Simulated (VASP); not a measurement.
Runs of VASP 6.6.1 on CoO. Symmetry: R-3m, No. 166, trigonal system. Conventional cell: a = 3.011 Å, b = 3.011 Å, c = 7.320 Å, α = 90.00°, β = 90.00°, γ = 120.00°. Co (site symmetry -3m) is surrounded by 6 O at 2.12 Å. Around O (site symmetry -3m) lie 6 Co at 2.12 Å. The cell is a database's computed one.

```tsv
task	level	potentials or basis	cutoff (eV)	smearing	gap on the mesh (eV)	pressure (GPa)	moment (μB)
single point	PBE	VASP PAW PBE potentials, release 64 (Co_GW, O_GW)	550	gaussian 0.1 eV	none	-1.2	(b)
single point	PBEsol	VASP PAW PBE potentials, release 54 (Co, O)	520	gaussian 0.02 eV	none	-9.5	2.95
single point	PBE	VASP PAW PBE potentials, release 64 (Co, O)	520	fermi-dirac 0.05 eV	none	(a)	2.87
single point	RPBE	VASP PAW PBE potentials, release 64 (Co_GW, O_GW)	550	gaussian 0.02 eV	none	(c)	2.96
```

Alike in all rows: spin collinear, ferromagnetic start; cell as given; k mesh 11 × 11 × 11.

Task: Estimate the missing entries.

Result: (a) -0.6; (b) 2.89; (c) 5.3.

Caveats: a cell with one magnetic atom can't hold antiferromagnetic order, which such compounds often take; semilocal functionals often make such compounds metallic where correlation or magnetic order opens a gap, which also shifts bond lengths; the PAW data sets were made with another functional, which shifts forces and pressure a little (some runs).

A k mesh can miss the band edges.

A gap of «none» marks a metal or a gap under the smearing width.

Not every run made on this cell is shown here.
